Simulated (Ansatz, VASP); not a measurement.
Given: the input of a run of VASP 6.6.1 on ZnSe (Stilleite). 

Contents of INCAR:

```
PREC = Accurate ; ENCUT = 600
EDIFF = 1E-6 ; ISMEAR = -1
SIGMA = 0.05 ; LREAL = False
LASPH = True ; NELM = 100
ALGO = Normal ; ISIF = 3
LWAVE = False ; LCHARG = False
GGA = PE ; IVDW = 12
IBRION = 2 ; NSW = 40
EDIFFG = -0.02
```

Contents of KPOINTS:

```
regular mesh
0
Gamma
  8 8 8
```

The input POSCAR:

```
ZnSe
1.0
    0.0000000000      2.8338000000      2.8338000000
    2.8338000000      0.0000000000      2.8338000000
    2.8338000000      2.8338000000      0.0000000000
Se Zn
1 1
Direct
    0.7500000000      0.7500000000      0.7500000000
    0.0000000000      0.0000000000      0.0000000000
```

Potentials or basis: VASP PAW PBE potentials, release 64 (Se, Zn).

Run with:

```bash
$ cat potpaw_PBE.64/Se/POTCAR potpaw_PBE.64/Zn/POTCAR > POTCAR
$ mpirun -np 1 vasp_std > vasp.out
```

Task: Translate it to Ansatz 0.2.0. Potentials or basis there: Ansatz PAW, cutoff 420 eV.

Result: As run (cutoffs and basis follow the program's own potentials, and thresholds, step limits or extra output files can differ):

File input.yaml:

```yaml
crystal:
  lattice:
    - [0.0, 2.8338, 2.8338]
    - [2.8338, 0.0, 2.8338]
    - [2.8338, 2.8338, 0.0]
  atoms:
    - { symbol: Se, position: [0.75, 0.75, 0.75] }
    - { symbol: Zn, position: [0.0, 0.0, 0.0] }
hamiltonian:
  xc: pbe
  pseudopotentials: { kind: paw }
  dispersion: d3bj
kpoints:
  mp_grid: { grid: [8, 8, 8] }
scf:
  occupations: { method: fermi_dirac, width: 0.05 }
output:
  forces: true
  stress: true
  write_density: true
  write_potential: true
  elf: true
  volumetric_format: npy
relax:
  f_tol: 0.01
  max_steps: 40
  cell: { stress_tol: 0.05 }
```

Potentials or basis: Ansatz PAW.

Command:

```sh
$ ansatz run input.yaml --threads 2 --pin off --max-ram 5632MiB --backend cpu --events-out ev --progress --plain --runs-dir out
```

Both were run:

|  | VASP | Ansatz |
| --- | --- | --- |
| Relaxed volume | 22.67 Å³/atom | 22.60 Å³/atom |
| Relaxed cell | a = 4.003 Å, b = 4.003 Å, c = 4.003 Å, α = 60.00°, β = 60.00°, γ = 60.00° | a = 3.999 Å, b = 3.999 Å, c = 3.999 Å, α = 60.00°, β = 60.00°, γ = 60.00° |
| Space group after relaxing | F-43m (No. 216) | F-43m (No. 216) |
| Pressure after relaxing | 0.0 GPa | 0.0 GPa |

Ansatz's pressure holds a Pulay term of +0.05 GPa for its cutoff of 420 eV, which the other run lacks.

The potentials hold 18 and 28 valence electrons a cell.

Where Ansatz's input types no cutoff or centring, it takes its own default and a Γ-centred mesh.

Pressure is positive in compression.
